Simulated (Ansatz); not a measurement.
# BaS: a single-point run

The task is a single-point run on BaS. The structure is shown as the input types it. The cell is built on a prototype (h-MgO type) and needn't be the phase found in nature.

Method: density functional or hybrid calculation with the settings of its input, plane waves (as first typed), in Ansatz 0.2.0.

2 further runs of the same task are left out: 1 for a known fault of the program, 1 that didn't finish.

## (1) The starting structure

Symmetry: P6_3/mmc, No. 194, hexagonal system. The conventional cell has a = 5.384 Å, b = 5.384 Å, c = 6.382 Å, α = 90.00°, β = 90.00°, γ = 120.00°. Ba (site symmetry -6m2) has 5 S at 3.11 to 3.19 Å as nearest neighbours. Around S (site symmetry -6m2) lie 5 Ba at 3.11 to 3.19 Å.

Structure file:

```cif
data_structure
_symmetry_space_group_name_H-M 'P 1'
_symmetry_Int_Tables_number 1
_cell_length_a 5.3844
_cell_length_b 5.3844
_cell_length_c 6.3817
_cell_angle_alpha 90.000
_cell_angle_beta 90.000
_cell_angle_gamma 120.000
_cell_volume 160.23
loop_
_atom_site_label
_atom_site_type_symbol
_atom_site_fract_x
_atom_site_fract_y
_atom_site_fract_z
_atom_site_occupancy
Ba1 Ba 0.33333 0.66667 0.25000 1
Ba2 Ba 0.66667 0.33333 0.75000 1
S1 S 0.66667 0.33333 0.25000 1
S2 S 0.33333 0.66667 0.75000 1
```

## (2) The calculation

input.yaml

```yaml
crystal:
  lattice:
    - [5.3844481182, 0.0, 0.0]
    - [-2.6922240591, 4.6630688557, 0.0]
    - [0.0, 0.0, 6.3816974491]
  atoms:
    - { symbol: Ba, position: [0.3333333333, 0.6666666667, 0.25] }
    - { symbol: Ba, position: [0.6666666667, 0.3333333333, 0.75] }
    - { symbol: S, position: [0.6666666667, 0.3333333333, 0.25] }
    - { symbol: S, position: [0.3333333333, 0.6666666667, 0.75] }
kpoints:
  mp_grid: { grid: [1, 1, 1] }
hamiltonian:
  xc: pbesol
scf:
  occupations: { method: fixed }
  n_extra_bands: 5
output:
  forces: true
  stress: true
  eigenvalues: true
```

Started as:

```console
$ ansatz run input.yaml --threads 4 --pin off --max-ram 3686MiB --backend cpu --events-out ev --progress --plain --runs-dir out
```

Q: Will this input give a usable result? If not, why, and what should change?

This run ends as converged. Convergence says nothing about whether the input makes sense.

The suspect setting: kpoints.mp_grid.grid is [1, 1, 1]. One k-point can't sample the Brillouin zone of so small a cell.

The test: set kpoints.mp_grid.grid to [6, 6, 4].
